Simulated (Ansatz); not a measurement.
Reactions of `C[SiH2]B(F)F`.

Isolated molecules relaxed with PBE0-D4/def2-TZVP in Ansatz; ΔE leaves out vibrations. CCSD(T)/CBS is the MP2 limit (def2-TZVPP, def2-QZVPP) plus CCSD(T) − MP2 in def2-TZVPP, frozen cores. This one scheme is used for every species. def2 core potentials past Kr. For Ga, Ge, Te outer-core shells are correlated without core-valence functions, which leaves a few kJ/mol of doubt a bond. Scalar relativity is left out up to krypton. Each species was taken in one conformer, which may not be the lowest.

(1) Order these by ΔE at CCSD(T)/CBS, lowest first. (Best estimate.)
A. `C[SiH2]B(F)F` + `[CH3][Ga]([NH2])[OH]` → `FB(F)[SiH3]` + `C[O][Ga]([CH3])[NH2]`
B. `C[SiH2]B(F)F` + `C#C[TeH]` → `C[SiH2][TeH]` + `C#CB(F)F`
C. `C[SiH2]B(F)F` + `[NH2][GeH3]` → `C[SiH2][NH][GeH3]` + `FBF`
D. `C[SiH2]B(F)F` + `Cl[SiH](Cl)Cl` → `C[SiH3]` + `FB(F)[Si](Cl)(Cl)Cl`
E. `C[SiH2]B(F)F` + `C=N` → `C=N[SiH2]C` + `FBF`
F. `C[SiH2]B(F)F` + `[SiH3][O][GeH3]` → `C[SiH2][O][GeH3]` + `FB(F)[SiH3]`
G. `C[SiH2]B(F)F` + `CC(=O)O` → `C[SiH2]OC(C)=O` + `FBF`
H. `C[SiH2]B(F)F` + `C#CS[SiH3]` → `C#CB(F)F` + `C[SiH2]S[SiH3]`

Largest T1 diagnostic: 0.015, for `CC(=O)O`.

## Answers

(1) H (-170.1 kJ/mol), B (-151.5 kJ/mol), G (-114.4 kJ/mol), C (-87.1 kJ/mol), E (-64.9 kJ/mol), F (-8.9 kJ/mol), D (+5.2 kJ/mol), A (+101.9 kJ/mol).
